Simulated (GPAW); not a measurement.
# AgCl (Chlorargyrite) (Fm-3m) in GPAW: settings compared, part 2 of 2

GPAW 26.7.0.

### 3 Band structure, PBEsol, spin-orbit coupling, no magnetisation

File run.py:

```python
import numpy as np
import spglib
from ase import Atoms
from ase.dft.bandgap import bandgap
from ase.io import read, write
from ase.units import GPa
from gpaw import GPAW, PW, setup_paths
from gpaw.spinorbit import soc_eigenstates

setup_paths.insert(0, '.')

atoms = read('AgCl.cif')
cell, positions, numbers = spglib.find_primitive(
    (atoms.cell[:], atoms.get_scaled_positions(), atoms.numbers), symprec=1e-4)
atoms = Atoms(numbers, cell=cell, scaled_positions=positions, pbc=True)

calc = GPAW(mode=PW(600),
            xc='PBEsol',
            kpts={'size': (7, 7, 7), 'gamma': True},
            occupations={'name': 'fermi-dirac', 'width': 0.05},
            nbands=23,
            convergence={'density': 1e-05, 'energy': 1e-05},
            maxiter=150,
            txt='gpaw.txt')
atoms.calc = calc
energy = atoms.get_potential_energy()
forces = atoms.get_forces()
stress = atoms.get_stress()
calc.write('gs.gpw')
write('result.traj', atoms)
print(f'Energy: {energy:.6f} eV')
print('Forces (eV/A):')
print(forces.round(4))
print('Stress (GPa):', (stress / GPa).round(3))
print('Fermi level:', round(calc.get_fermi_level(), 4), 'eV')
print(f'Gap: {bandgap(calc)[0]:.4f} eV, direct: {bandgap(calc, direct=True)[0]:.4f} eV')

path = atoms.cell.bandpath('GXWKGLUWLK,UX', npoints=100, eps=1e-4)
bs_calc = calc.fixed_density(kpts=path, symmetry='off', nbands=35,
                             convergence={'bands': 'CBM+6.0', 'eigenstates': 1e-6}, txt='bands.txt')
bs = bs_calc.band_structure()
bs.write('bs.json')
print(f'Gap on the path: {bandgap(bs_calc)[0]:.4f} eV')

soc = soc_eigenstates(bs_calc, theta=90, phi=0)
np.savetxt('soc_bands.dat', soc.eigenvalues(), fmt='%.4f')
mesh = soc_eigenstates('gs.gpw', theta=90, phi=0)
np.savetxt('soc_mesh.dat', mesh.eigenvalues(), fmt='%.4f')
print('Fermi level with spin-orbit coupling:', round(mesh.fermi_level, 4), 'eV')
```

File AgCl.cif:

```cif
data_AgCl
_cell_length_a 5.47000000
_cell_length_b 5.47000000
_cell_length_c 5.47000000
_cell_angle_alpha 90.00000000
_cell_angle_beta 90.00000000
_cell_angle_gamma 90.00000000
_space_group_name_H-M_alt 'Fm-3m'
_space_group_name_Hall '-F 4 2 3'
_space_group_IT_number 225
loop_
_space_group_symop_operation_xyz
'x,y,z'
'-x,-y,-z'
'-y,x,z'
'y,-x,-z'
'-x,-y,z'
'x,y,-z'
'y,-x,z'
'-y,x,-z'
'x,-y,-z'
'-x,y,z'
'-y,-x,-z'
'y,x,z'
'-x,y,-z'
'x,-y,z'
'y,x,-z'
'-y,-x,z'
'z,x,y'
'-z,-x,-y'
'z,-y,x'
'-z,y,-x'
'z,-x,-y'
'-z,x,y'
'z,y,-x'
'-z,-y,x'
'-z,x,-y'
'z,-x,y'
'-z,-y,-x'
'z,y,x'
'-z,-x,y'
'z,x,-y'
'-z,y,x'
'z,-y,-x'
'y,z,x'
'-y,-z,-x'
'x,z,-y'
'-x,-z,y'
'-y,z,-x'
'y,-z,x'
'-x,z,y'
'x,-z,-y'
'-y,-z,x'
'y,z,-x'
'-x,-z,-y'
'x,z,y'
'y,-z,-x'
'-y,z,x'
'x,-z,y'
'-x,z,-y'
'x,y+1/2,z+1/2'
'-x,-y+1/2,-z+1/2'
'-y,x+1/2,z+1/2'
[... 62 lines left out ...]
'-z+1/2,-x,-y+1/2'
'z+1/2,-y,x+1/2'
'-z+1/2,y,-x+1/2'
'z+1/2,-x,-y+1/2'
'-z+1/2,x,y+1/2'
'z+1/2,y,-x+1/2'
'-z+1/2,-y,x+1/2'
'-z+1/2,x,-y+1/2'
'z+1/2,-x,y+1/2'
'-z+1/2,-y,-x+1/2'
'z+1/2,y,x+1/2'
'-z+1/2,-x,y+1/2'
'z+1/2,x,-y+1/2'
'-z+1/2,y,x+1/2'
'z+1/2,-y,-x+1/2'
'y+1/2,z,x+1/2'
'-y+1/2,-z,-x+1/2'
'x+1/2,z,-y+1/2'
'-x+1/2,-z,y+1/2'
'-y+1/2,z,-x+1/2'
'y+1/2,-z,x+1/2'
'-x+1/2,z,y+1/2'
'x+1/2,-z,-y+1/2'
'-y+1/2,-z,x+1/2'
'y+1/2,z,-x+1/2'
'-x+1/2,-z,-y+1/2'
'x+1/2,z,y+1/2'
'y+1/2,-z,-x+1/2'
'-y+1/2,z,x+1/2'
'x+1/2,-z,y+1/2'
'-x+1/2,z,-y+1/2'
'x+1/2,y+1/2,z'
'-x+1/2,-y+1/2,-z'
'-y+1/2,x+1/2,z'
'y+1/2,-x+1/2,-z'
'-x+1/2,-y+1/2,z'
'x+1/2,y+1/2,-z'
'y+1/2,-x+1/2,z'
'-y+1/2,x+1/2,-z'
'x+1/2,-y+1/2,-z'
'-x+1/2,y+1/2,z'
'-y+1/2,-x+1/2,-z'
'y+1/2,x+1/2,z'
'-x+1/2,y+1/2,-z'
'x+1/2,-y+1/2,z'
'y+1/2,x+1/2,-z'
'-y+1/2,-x+1/2,z'
'z+1/2,x+1/2,y'
'-z+1/2,-x+1/2,-y'
'z+1/2,-y+1/2,x'
'-z+1/2,y+1/2,-x'
'z+1/2,-x+1/2,-y'
'-z+1/2,x+1/2,y'
'z+1/2,y+1/2,-x'
'-z+1/2,-y+1/2,x'
'-z+1/2,x+1/2,-y'
'z+1/2,-x+1/2,y'
'-z+1/2,-y+1/2,-x'
'z+1/2,y+1/2,x'
'-z+1/2,-x+1/2,y'
'z+1/2,x+1/2,-y'
'-z+1/2,y+1/2,x'
'z+1/2,-y+1/2,-x'
'y+1/2,z+1/2,x'
'-y+1/2,-z+1/2,-x'
'x+1/2,z+1/2,-y'
'-x+1/2,-z+1/2,y'
'-y+1/2,z+1/2,-x'
'y+1/2,-z+1/2,x'
'-x+1/2,z+1/2,y'
'x+1/2,-z+1/2,-y'
'-y+1/2,-z+1/2,x'
'y+1/2,z+1/2,-x'
'-x+1/2,-z+1/2,-y'
'x+1/2,z+1/2,y'
'y+1/2,-z+1/2,-x'
'-y+1/2,z+1/2,x'
'x+1/2,-z+1/2,y'
'-x+1/2,z+1/2,-y'
loop_
_atom_site_label
_atom_site_type_symbol
_atom_site_symmetry_multiplicity
_atom_site_Wyckoff_symbol
_atom_site_fract_x
_atom_site_fract_y
_atom_site_fract_z
_atom_site_occupancy
Ag1 Ag 4 a 0.0000000000 0.0000000000 0.0000000000 1
Cl1 Cl 4 b 0.5000000000 0.0000000000 0.0000000000 1
```

Potentials or basis: PAW data sets generated in the run's folder for this functional, pw.

Started as:

```bash
gpaw-setup -f PBEsol Ag Cl
OMP_NUM_THREADS=1 python run.py
```

Wall time 47 s (1 thread of Arm Neoverse V2, shared host); peak memory 0.32 GiB.

It converged, with:

| Item | Value |
| --- | --- |
| Free energy | -6.1557 eV |
| Pressure | -0.6 GPa |
| Band gap on the k mesh | 0.74 eV, indirect (least direct gap 3.12 eV) |
| Band gap along the path | 0.66 eV, indirect (least direct gap 2.93 eV) |

Levels at the corners of the path, in eV from the valence-band top:
| point | band 20 | band 21 | band 22 | band 23 | band 24 | band 25 | band 26 | band 27 | band 28 |
| --- | --- | --- | --- | --- | --- | --- | --- | --- | --- |
| Γ | -2.49 | -2.46 | -2.46 | -2.46 | -2.46 | 0.66 | 0.66 | 10.48 | 10.48 |
| X | -2.42 | -1.97 | -1.97 | -1.84 | -1.84 | 2.09 | 2.09 | 7.69 | 7.69 |
| W | -1.98 | -1.91 | -1.91 | -1.32 | -1.32 | 4.08 | 4.08 | 7.57 | 7.57 |
| K | -1.94 | -1.71 | -1.71 | -1.16 | -1.16 | 3.39 | 3.39 | 7.00 | 7.00 |
| Γ | -2.49 | -2.46 | -2.46 | -2.46 | -2.46 | 0.66 | 0.66 | 10.48 | 10.48 |
| L | -1.84 | -0.05 | -0.05 | 0.00 | 0.00 | 3.83 | 3.83 | 6.61 | 6.61 |
| U | -1.94 | -1.71 | -1.71 | -1.16 | -1.16 | 3.39 | 3.39 | 7.00 | 7.00 |
| W | -1.98 | -1.91 | -1.91 | -1.32 | -1.32 | 4.08 | 4.08 | 7.57 | 7.57 |
| L | -1.84 | -0.05 | -0.05 | 0.00 | 0.00 | 3.83 | 3.83 | 6.61 | 6.61 |
| K | -1.94 | -1.71 | -1.71 | -1.16 | -1.16 | 3.39 | 3.39 | 7.00 | 7.00 |
| U | -1.94 | -1.71 | -1.71 | -1.16 | -1.16 | 3.39 | 3.39 | 7.00 | 7.00 |
| X | -2.42 | -1.97 | -1.97 | -1.84 | -1.84 | 2.09 | 2.09 | 7.69 | 7.69 |

Caveat: spin-orbit coupling was added after a scalar SCF, so levels and gaps hold it while energy, forces, pressure and moments don't; this program's spin-orbit splittings come out too wide for heavy elements; the mesh misses the band edges, which the band path finds closer together.

### 4 Equation of state, PBE+D3(BJ)

File run.py:

```python
import spglib
from ase import Atoms
from ase.calculators.mixing import SumCalculator
from ase.eos import EquationOfState
from ase.io import Trajectory, read
from ase.units import GPa
from dftd3.ase import DFTD3
from gpaw import GPAW, PW

atoms = read('AgCl.cif')
cell, positions, numbers = spglib.find_primitive(
    (atoms.cell[:], atoms.get_scaled_positions(), atoms.numbers), symprec=1e-4)
atoms = Atoms(numbers, cell=cell, scaled_positions=positions, pbc=True)

traj = Trajectory('eos.traj', 'w')
volumes, energies = [], []
for x in [0.94, 0.96, 0.98, 1.0, 1.02, 1.04, 1.06]:
    a = atoms.copy()
    a.set_cell(atoms.cell * x**(1 / 3), scale_atoms=True)
    calc = GPAW(mode=PW(600),
                xc='PBE',
                kpts={'size': (7, 7, 7), 'gamma': True},
                occupations={'name': 'fermi-dirac', 'width': 0.05},
                nbands=23,
                convergence={'density': 1e-05, 'energy': 1e-05},
                maxiter=150,
                txt=f'eos-{x:.2f}.txt')
    a.calc = SumCalculator([calc, DFTD3(method='pbe', damping='d3bj')])
    energies.append(a.get_potential_energy())
    volumes.append(a.get_volume())
    p = -a.get_stress()[:3].mean() / GPa
    calc.write(f'eos-{x:.2f}.gpw')
    traj.write(a)
    print(f'{x:.2f} {volumes[-1]:10.4f} A^3 {energies[-1]:14.6f} eV {p:9.3f} GPa', flush=True)

v0, e0, B = EquationOfState(volumes, energies, eos='birchmurnaghan').fit()
print(f'V0 = {v0:.4f} A^3, E0 = {e0:.6f} eV, B0 = {B / GPa:.2f} GPa')
```

AgCl.cif is that of step 3.

Potentials or basis: GPAW PAW data sets (gpaw-data 1.2.1), pw.

Started as:

```bash
OMP_NUM_THREADS=1 python run.py
```

Run time: 76 s. Hardware: 1 thread of Arm Neoverse V2, shared host; peak memory 0.26 GiB.

It converged, with:

* Equilibrium volume: 20.98 Å³/atom
* Bulk modulus: 50 GPa
* Pressure derivative of the bulk modulus: 5.2

Energy against volume, from the lowest point:
| volume (Å³/atom) | energy (meV/atom) |
| --- | --- |
| 19.231 | 27.12 |
| 19.640 | 15.16 |
| 20.049 | 6.98 |
| 20.458 | 2.02 |
| 20.868 | 0.00 |
| 21.277 | 0.55 |
| 21.686 | 3.39 |

Zero-point motion and thermal expansion aren't in these numbers.

### 5 Equation of state, LDA+U

File run.py:

```python
from ase import Atoms
from ase.eos import EquationOfState
from ase.io import Trajectory
from ase.units import GPa
from gpaw import GPAW, PW

atoms = Atoms(['Ag', 'Cl'],
              cell=[[0.0, 2.735, 2.735],
                    [2.735, 0.0, 2.735],
                    [2.735, 2.735, 0.0]],
              scaled_positions=[[0.0, 0.0, 0.0],
                                [0.5, 0.5, 0.5]],
              pbc=True)

traj = Trajectory('eos.traj', 'w')
volumes, energies = [], []
for x in [0.94, 0.96, 0.98, 1.0, 1.02, 1.04, 1.06]:
    a = atoms.copy()
    a.set_cell(atoms.cell * x**(1 / 3), scale_atoms=True)
    calc = GPAW(mode=PW(600),
                xc='LDA',
                kpts={'size': (7, 7, 7), 'gamma': True},
                occupations={'name': 'fermi-dirac', 'width': 0.05},
                setups={'Ag': ':d,3.5'},
                nbands=23,
                convergence={'density': 1e-05, 'energy': 1e-05},
                maxiter=150,
                txt=f'eos-{x:.2f}.txt')
    a.calc = calc
    energies.append(a.get_potential_energy(force_consistent=True))
    volumes.append(a.get_volume())
    p = -a.get_stress()[:3].mean() / GPa
    calc.write(f'eos-{x:.2f}.gpw')
    traj.write(a)
    print(f'{x:.2f} {volumes[-1]:10.4f} A^3 {energies[-1]:14.6f} eV {p:9.3f} GPa', flush=True)

v0, e0, B = EquationOfState(volumes, energies, eos='birchmurnaghan').fit()
print(f'V0 = {v0:.4f} A^3, E0 = {e0:.6f} eV, B0 = {B / GPa:.2f} GPa')
```

Potentials or basis: the program's PAW data sets (release 1.2.1) made for this functional, pw.

Started as:

```bash
OMP_NUM_THREADS=1 python run.py
```

Run time: 74 s. Hardware: 1 thread of Arm Neoverse V2, shared host; peak memory 0.25 GiB.

The run converged. Its results:

| Quantity | Value |
| --- | --- |
| Equilibrium volume | 19.41 Å³/atom |
| Bulk modulus | 66 GPa |
| Pressure derivative of the bulk modulus | 5.2 |

Energy against volume, from the lowest point:
```tsv
volume (Å³/atom)	energy (meV/atom)
19.231	0.00
19.640	0.21
20.049	3.77
20.458	10.15
20.868	19.06
21.277	30.18
21.686	43.24
```

LDA usually gives volumes a few per cent too small. Zero-point motion and thermal expansion aren't in these numbers.

### 6 Summary

| task | level | potentials or basis | spin | U | band path | band points | spin axis theta (degrees) | spin axis phi (degrees) | soc after scf | V0 of scaled cells (Å³/atom) | B0 (GPa) |
| --- | --- | --- | --- | --- | --- | --- | --- | --- | --- | --- | --- |
| equation of state | PBE+D4 | GPAW PAW data sets (gpaw-data 1.2.1), pw | off | - | - | - | - | - | - | 21.04 | 50 |
| band structure | PBEsol | PAW data sets generated in the run's folder for this functional, pw | SOC, no magnetisation | - | GXWKGLUWLK,UX | 100 | 90 | 0 | second variation | - | - |
| equation of state | PBE+D3(BJ) | GPAW PAW data sets (gpaw-data 1.2.1), pw | off | - | - | - | - | - | - | 20.98 | 50 |
| equation of state | LDA+U | the program's PAW data sets (release 1.2.1) made for this functional, pw | off | Ag d U = 3.5 eV | - | - | - | - | - | 19.41 | 66 |

Alike in all rows: cell as given; k mesh 7 × 7 × 7; cutoff (eV) 600; smearing fermi-dirac 0.05 eV.

Caveats: spin-orbit coupling was added after a scalar SCF, so levels and gaps hold it while energy, forces, pressure and moments don't (some runs); this program's spin-orbit splittings come out too wide for heavy elements (some runs); the mesh misses the band edges, which the band path finds closer together (some runs).

Total energies depend on the potentials used, so only differences within one code and one set of settings carry meaning.

### 7 How close it comes

Step 3. Against the measured gap of AgCl, 3.249 eV (indirect; a printed reference work, data compilation), the calculated 0.66 eV is off by -2.59 eV. So large a miss can be the level of theory's own, or it may mean another phase, state or a wrong row. The value is that of PBEsol, without temperature or zero-point motion. Semilocal functionals fall short of measured gaps as a rule.
